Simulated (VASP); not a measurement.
# InSb in VASP 6.6.1, single-point calculation

INCAR

```
NSW = 0
PREC = Accurate
EDIFF = 0.001
ENCUT = 520
LWAVE = .FALSE.
NELM = 120
GGA = PE
NBANDS = 16
IBRION = -1
LCHARG = .FALSE.
LASPH = .TRUE.
LREAL = .FALSE.
SIGMA = 0.2
ISMEAR = 1
ISIF = 2
```

KPOINTS

```
KPOINTS created by Atomic Simulation Environment
0
Gamma
8 8 8
0 0 0
```

POSCAR

```
In Sb
 1.0000000000000000
     3.7689761793755929    0.0000000000000000    0.0000000000000000
     0.0000000000000000    3.7689761793755929    0.0000000000000000
     0.0000000000000000    0.0000000000000000    3.7689761793755929
 In  Sb
   1   1
Cartesian
  0.0000000000000000  0.0000000000000000  0.0000000000000000
  1.8844880896877965  1.8844880896877965  1.8844880896877965
```

The recommended PBE PAW datasets give the neutral cell 18 valence electrons.

Command

```
mpirun -np 1 vasp_std
```

Q: How does this run end, and what does it give?

A: It converged. Results: gap between bands v and c on the k mesh -3.42 eV (bands overlap: a metal); least direct gap on the k mesh 0.00 eV; pressure 1.2 GPa. Band v is the last that the valence electrons fill when counted band by band, and c is the next.

OSZICAR

```
N       E                     dE             d eps       ncg     rms          rms(c)
DAV:   1     0.107731996673E+03    0.10773E+03   -0.80962E+03  1120   0.119E+03
DAV:   2    -0.333709715941E+00   -0.10807E+03   -0.10500E+03  1312   0.287E+02
DAV:   3    -0.634398993383E+01   -0.60103E+01   -0.59198E+01  1392   0.664E+01
DAV:   4    -0.649390486223E+01   -0.14991E+00   -0.14986E+00  1512   0.112E+01
DAV:   5    -0.650048664042E+01   -0.65818E-02   -0.65817E-02  1616   0.195E+00    0.279E+00
DAV:   6    -0.646790717981E+01    0.32579E-01   -0.53383E-02  1472   0.392E+00    0.157E+00
DAV:   7    -0.646250554691E+01    0.54016E-02   -0.16623E-02  1592   0.168E+00    0.311E-01
DAV:   8    -0.646199615887E+01    0.50939E-03   -0.15133E-03   984   0.567E-01
   1 F= -.64619962E+01 E0= -.64605667E+01  d E =-.428846E-02
```

Standard output (part)

```
POSCAR found type information on POSCAR InSb
 POSCAR found :  2 types and       2 ions
 LDA part: xc-table for (Slater+PW92), standard interpolation
 POSCAR, INCAR and KPOINTS ok, starting setup
 WAVECAR not read
 entering main loop
```

For comparison, a separate PBE run of the intended cell, on usual settings and not on those above, gives a gap of -3.42 eV on its mesh and a pressure of 1.2 GPa.
